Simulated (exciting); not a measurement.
# TiC (Fm-3m) in exciting: further runs

The runs below take TiC through single point, with PBE.

Everything below comes from runs of exciting (release sodium). Logs are shortened: lines on timing, memory, paths and dates and some standing lists are left out, and cuts for length are marked.

### 1 Starting point

It takes space group Fm-3m (No. 225, cubic). Conventional cell: a = 4.331 Å, b = 4.331 Å, c = 4.331 Å, α = 90.00°, β = 90.00°, γ = 90.00°. Ti (site symmetry m-3m) has 6 C at 2.17 Å as nearest neighbours. C (site symmetry m-3m) is surrounded by 6 Ti at 2.17 Å.

The cell is a database's computed one.

### 2 Single point, PBE

input.xml

```xml
<input>
  <title>TiC</title>
  <structure speciespath="./" tshift="false">
    <crystal scale="1">
      <basevect>0.000000000000 4.092615477534 4.092615477534</basevect>
      <basevect>4.092615477534 0.000000000000 4.092615477534</basevect>
      <basevect>4.092615477534 4.092615477534 0.000000000000</basevect>
    </crystal>
    <species speciesfile="Ti.xml" rmt="2">
      <atom coord="0.000000000000 0.000000000000 0.000000000000"/>
    </species>
    <species speciesfile="C.xml" rmt="1.45">
      <atom coord="0.500000000000 0.500000000000 0.500000000000"/>
    </species>
  </structure>
  <groundstate do="fromscratch" ngridk="7 7 7" rgkmax="6.5" gmaxvr="14" lmaxapw="10" lmaxmat="10" lmaxvr="8" xctype="GGA_PBE" stype="Gaussian" swidth="0.00183747" nempty="14" ValenceRelativity="iora*" epsengy="1e-05" epspot="1e-05" maxscl="60" tforce="true" outputlevel="high"/>
</input>
```

Potentials or basis: all-electron LAPW+lo, shipped species files, valence relativity iora*.

On the command line:

```console
> OMP_NUM_THREADS=1 exciting_smp
```

INFO.OUT:

```text
================================================================================
EXCITING SODIUM started
[... 10 lines left out ...]

 Lattice vectors (cartesian) :
      0.0000000000      4.0926154775      4.0926154775
      4.0926154775      0.0000000000      4.0926154775
      4.0926154775      4.0926154775      0.0000000000

 Reciprocal lattice vectors (cartesian) :
     -0.7676246818      0.7676246818      0.7676246818
      0.7676246818     -0.7676246818      0.7676246818
      0.7676246818      0.7676246818     -0.7676246818

 Unit cell volume                           :     137.0985377255
 Brillouin zone volume                      :       1.8092841657

 Species :    1 (Ti)
     parameters loaded from                 :    Ti.xml
     name                                   :    titanium
     nuclear charge                         :     -22.00000000
     electronic charge                      :      22.00000000
     atomic mass                            :   87256.20311000
     muffin-tin radius                      :       2.00000000
     # of radial points in muffin-tin       :     350

     atomic positions (lattice) :
       1 :   0.00000000  0.00000000  0.00000000

 Species :    2 (C)
     parameters loaded from                 :    C.xml
     name                                   :    carbon
     nuclear charge                         :      -6.00000000
     electronic charge                      :       6.00000000
     atomic mass                            :   21894.16673000
     muffin-tin radius                      :       1.45000000
     # of radial points in muffin-tin       :     250

     atomic positions (lattice) :
       1 :   0.50000000  0.50000000  0.50000000

 Total number of atoms per unit cell        :       2

 Spin treatment                             :    spin-unpolarised

 Number of Bravais lattice symmetries       :      48
 Number of crystal symmetries               :      48

 k-point grid                               :       7    7    7
 Total number of k-points                   :      20
 k-point set is reduced with crystal symmetries

 R^MT_min * |G+k|_max (rgkmax)              :       6.50000000
 Species with R^MT_min                      :       2 (C)
 Maximum |G+k| for APW functions            :       4.48275862
 Maximum |G| for potential and density      :      14.00000000
 Polynomial order for pseudochg. density    :       9

 G-vector grid sizes                        :      27    27    27
 Total number of G-vectors                  :    6375

 Maximum angular momentum used for
     APW functions                          :      10
     computing H and O matrix elements      :      10
     potential and density                  :       8
     inner part of muffin-tin               :       2

 Total nuclear charge                       :     -28.00000000
 Total electronic charge                    :      28.00000000
 Total core charge                          :      12.00000000
 Total valence charge                       :      16.00000000

 Effective Wigner radius, r_s               :       1.05340505

 Number of empty states                     :      14
 Total number of valence states             :      23

 Maximum Hamiltonian size                   :     231
 Maximum number of plane-waves              :     214
 Total number of local-orbitals             :      17

 Exchange-correlation type                  :      20
     Perdew-Burke-Ernzerhof, Phys. Rev. Lett. 77, 3865 (1996)
     Generalised gradient approximation (GGA)

 Smearing scheme                            :    Gaussian
 Smearing width                             :       0.00183747

[... 7 lines left out ...]
* Groundstate module started                                                   *
********************************************************************************
 Output level for this task is set to high

++++++++++++++++++++++++++++++++++++++++++++++++++++++++++++++++++++++++++++++++
[... 5 lines left out ...]
+ SCF iteration number :    1                                                  +
++++++++++++++++++++++++++++++++++++++++++++++++++++++++++++++++++++++++++++++++
 Total energy                               :      -885.98633643
 _______________________________________________________________
 Fermi energy                               :         0.36603067
 Kinetic energy                             :       903.68475451
 Coulomb energy                             :     -1742.17944822
 Exchange energy                            :       -46.32662878
 Correlation energy                         :        -1.16501394
 Sum of eigenvalues                         :      -513.14309092
 Effective potential energy                 :     -1416.82784543
 Coulomb potential energy                   :     -1355.35290023
 xc potential energy                        :       -61.47494520
 Hartree energy                             :       247.94236703
 Electron-nuclear energy                    :     -1851.23763428
 Nuclear-nuclear energy                     :      -138.88418096
 Madelung energy                            :     -1064.50299810
 Core-electron kinetic energy               :         0.00000000

 DOS at Fermi energy (states/Ha/cell)       :        10.74254665

 Electron charges :
     core                                   :        12.00000000
     core leakage                           :         0.00007511
     valence                                :        16.00000000
     interstitial                           :         4.23123561
     charge in muffin-tin spheres :
                  atom     1    Ti          :        18.83940147
                  atom     2     C          :         4.92936293
     total charge in muffin-tins            :        23.76876439
     total charge                           :        28.00000000
[... 540 lines left out ...]
 Coulomb energy                             :     -1744.31589218
 Exchange energy                            :       -46.43122397
 Correlation energy                         :        -1.18205515
 Sum of eigenvalues                         :      -514.08810639
 Effective potential energy                 :     -1414.03490344
 Coulomb potential energy                   :     -1352.39293104
 xc potential energy                        :       -61.64197240
 Hartree energy                             :       253.03878018
 Electron-nuclear energy                    :     -1858.47049140
 Nuclear-nuclear energy                     :      -138.88418096
 Madelung energy                            :     -1068.11942666
 Core-electron kinetic energy               :         0.00000000

 DOS at Fermi energy (states/Ha/cell)       :        39.34410059

 Electron charges :
     core                                   :        12.00000000
     core leakage                           :         0.00007700
     valence                                :        16.00000000
     interstitial                           :         4.20775946
     charge in muffin-tin spheres :
                  atom     1    Ti          :        19.54217669
                  atom     2     C          :         4.25006385
     total charge in muffin-tins            :        23.79224054
     total charge                           :        28.00000000

 RMS change in effective potential (target) :  0.151035E-06  ( 0.100000E-04)
 Absolute change in total energy   (target) :  0.159010E-05  ( 0.100000E-04)
 Charge distance                   (target) :  0.126282E-07  ( 0.100000E-04)
 Abs. change in max-nonIBS-force   (target) :   0.00000      ( 0.500000E-04)

++++++++++++++++++++++++++++++++++++++++++++++++++++++++++++++++++++++++++++++++
| Convergency criteria checked for the last 2 iterations                       +
| Convergence targets achieved. Performing final SCF iteration                 +
++++++++++++++++++++++++++++++++++++++++++++++++++++++++++++++++++++++++++++++++
 Total energy                               :      -891.98237327
 _______________________________________________________________
 Fermi energy                               :         0.39239534
 Kinetic energy                             :       899.94679722
 Coulomb energy                             :     -1744.31589145
 Exchange energy                            :       -46.43122388
 Correlation energy                         :        -1.18205515
 Sum of eigenvalues                         :      -514.08810620
 Effective potential energy                 :     -1414.03490342
 Coulomb potential energy                   :     -1352.39293113
 xc potential energy                        :       -61.64197229
 Hartree energy                             :       253.03877936
 Electron-nuclear energy                    :     -1858.47048986
 Nuclear-nuclear energy                     :      -138.88418096
 Madelung energy                            :     -1068.11942589
 Core-electron kinetic energy               :         0.00000000

 DOS at Fermi energy (states/Ha/cell)       :        39.34419151

 Electron charges :
     core                                   :        12.00000000
     core leakage                           :         0.00007700
     valence                                :        16.00000000
     interstitial                           :         4.20775958
     charge in muffin-tin spheres :
                  atom     1    Ti          :        19.54217666
                  atom     2     C          :         4.25006376
     total charge in muffin-tins            :        23.79224042
     total charge                           :        28.00000000

++++++++++++++++++++++++++++++++++++++++++++++++++++++++++++++++++++++++++++++++
+ Self-consistent loop stopped                                                 +
++++++++++++++++++++++++++++++++++++++++++++++++++++++++++++++++++++++++++++++++
 STATE.OUT is written

--------------------------------------------------------------------------------
- Writing atomic positions and forces                                          -
--------------------------------------------------------------------------------

 Atomic positions (lattice) :
 atom     1  Ti  :     0.00000000    0.00000000    0.00000000
 atom     2   C  :     0.50000000    0.50000000    0.50000000

 Total atomic forces including IBS (cartesian) :
 atom     1  Ti  :     0.00000000    0.00000000   -0.00000000
 atom     2   C  :    -0.00000000   -0.00000000    0.00000000

 Atomic force components including IBS (cartesian) :
 atom     1  Ti  :    -0.00000000    0.00000000    0.00000000   HF force
                 :     0.00000000   -0.00000000   -0.00000000   core correction
                 :    -0.00000000   -0.00000000    0.00000000   IBS correction
 atom     2   C  :     0.00000000   -0.00000000   -0.00000000   HF force
                 :    -0.00000000    0.00000000    0.00000000   core correction
                 :     0.00000000    0.00000000   -0.00000000   IBS correction

********************************************************************************
* Groundstate module stopped                                                   *
********************************************************************************

================================================================================
| EXCITING SODIUM stopped                                                      =
================================================================================
```

Wall time 23 s (1 thread of Intel Xeon 6975P-C (Granite Rapids), shared host); peak memory 0.12 GiB.

Results:

```
Free energy                                       : -24272.0787 eV
Band gap on the k mesh                            : none (metal or under the smearing width)
All electrons inside the program's atomic spheres : Ti 19.54; C 4.25 (radii Ti 2.0, C 1.45 bohr)
```

Caveat: the log's total energy holds no entropy term; the free energy is that total less TS from the occupations.

### 3 Single point, PBE

Changes to input.xml since step 2:

```diff
@@ -15,3 +15,3 @@
   </structure>
-  <groundstate do="fromscratch" ngridk="7 7 7" rgkmax="6.5" gmaxvr="14" lmaxapw="10" lmaxmat="10" lmaxvr="8" xctype="GGA_PBE" stype="Gaussian" swidth="0.00183747" nempty="14" ValenceRelativity="iora*" epsengy="1e-05" epspot="1e-05" maxscl="60" tforce="true" outputlevel="high"/>
+  <groundstate do="fromscratch" ngridk="7 7 7" rgkmax="6.5" gmaxvr="14" lmaxapw="10" lmaxmat="10" lmaxvr="8" xctype="GGA_PBE" stype="Gaussian" swidth="0.00099223" nempty="14" ValenceRelativity="iora*" epsengy="1e-05" epspot="1e-05" maxscl="60" tforce="true" outputlevel="normal"/>
 </input>
```

Potentials or basis: all-electron LAPW+lo, shipped species files, valence relativity iora*.

On the command line:

```console
> OMP_NUM_THREADS=1 exciting_smp
```

INFO.OUT:

```text
================================================================================
EXCITING SODIUM started
[... 10 lines left out ...]

 Lattice vectors (cartesian) :
      0.0000000000      4.0926154775      4.0926154775
      4.0926154775      0.0000000000      4.0926154775
      4.0926154775      4.0926154775      0.0000000000

 Reciprocal lattice vectors (cartesian) :
     -0.7676246818      0.7676246818      0.7676246818
      0.7676246818     -0.7676246818      0.7676246818
      0.7676246818      0.7676246818     -0.7676246818

 Unit cell volume                           :     137.0985377255
 Brillouin zone volume                      :       1.8092841657

 Species :    1 (Ti)
[... 595 lines left out ...]

++++++++++++++++++++++++++++++++++++++++++++++++++++++++++++++++++++++++++++++++
+ Self-consistent loop stopped                                                 +
++++++++++++++++++++++++++++++++++++++++++++++++++++++++++++++++++++++++++++++++
 STATE.OUT is written

--------------------------------------------------------------------------------
- Writing atomic positions and forces                                          -
--------------------------------------------------------------------------------

 Atomic positions (lattice) :
 atom     1  Ti  :     0.00000000    0.00000000    0.00000000
 atom     2   C  :     0.50000000    0.50000000    0.50000000

 Total atomic forces including IBS (cartesian) :
 atom     1  Ti  :     0.00000000   -0.00000000    0.00000000
 atom     2   C  :    -0.00000000    0.00000000   -0.00000000

 Atomic force components including IBS (cartesian) :
 atom     1  Ti  :    -0.00000000   -0.00000000    0.00000000   HF force
                 :    -0.00000000    0.00000000    0.00000000   core correction
                 :    -0.00000000    0.00000000   -0.00000000   IBS correction
 atom     2   C  :     0.00000000    0.00000000   -0.00000000   HF force
                 :     0.00000000   -0.00000000   -0.00000000   core correction
                 :     0.00000000    0.00000000    0.00000000   IBS correction

********************************************************************************
[... 7 lines left out ...]
| EXCITING SODIUM stopped                                                      =
================================================================================
```

EVALCORE.OUT:

```text
Species :    1 (Ti), atom :    1
 n =  1, l =  0, k =  1 :   -178.2748167
 n =  2, l =  0, k =  1 :   -19.11708613
 n =  2, l =  1, k =  1 :   -15.85161799
 n =  2, l =  1, k =  2 :   -15.63955416

Species :    2 (C), atom :    1
 n =  1, l =  0, k =  1 :   -9.329630837
```

Run time: 42 s. Hardware: 1 thread of Intel Xeon Platinum 8259CL at 2.50GHz (Skylake/Cascade Lake), shared host; peak memory 0.12 GiB.

Results:

```yaml
Free_energy: -24272.0779 eV
Band_gap_on_the_k_mesh: none (metal or under the smearing width)
All_electrons_inside_the_program's_atomic_spheres: Ti 19.54; C 4.25 (radii Ti 2.0, C 1.45 bohr)
```

Levels at points of the mesh, in eV from the Fermi level:
| k point | band 4 | band 5 | band 6 | band 7 | band 8 | band 9 | band 10 | band 11 | band 12 | band 13 |
| --- | --- | --- | --- | --- | --- | --- | --- | --- | --- | --- |
| (0.00, 0.00, 0.00) | -32.50 | -12.29 | 0.79 | 0.79 | 0.79 | 1.79 | 1.79 | 1.79 | 1.82 | 1.82 |

[end of part 1 of 2]
